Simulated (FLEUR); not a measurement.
GaN:

```
Ga N
1.0
     0.00000    2.25350    2.25350
     2.25350    0.00000    2.25350
     2.25350    2.25350    0.00000
Ga N
1 1
Direct
  0.00000 0.00000 0.00000
  0.25000 0.25000 0.25000
```

The cell is a database's computed one.

Base run:

- Program: FLEUR MaX-R8.1 (later development tree)
- Functional: BLYP
- Potentials or basis: all-electron
- Basis: FLAPW
- Kmax: 5.05 1/bohr
- k mesh: 10 × 10 × 10
- Occupations: fermi-dirac, width 0.05 eV
- Spin: no spin polarisation

Its results: band gap on the k mesh 1.83 eV, direct.

Q: After a change of settings the same cell gave: band gap on the k mesh 1.68 eV, direct. Which change was it?
A. functional from BLYP to PBEsol
B. functional from BLYP to r2SCAN
C. functional from BLYP to SCAN

A: A.

Not every run made on this cell is shown here.
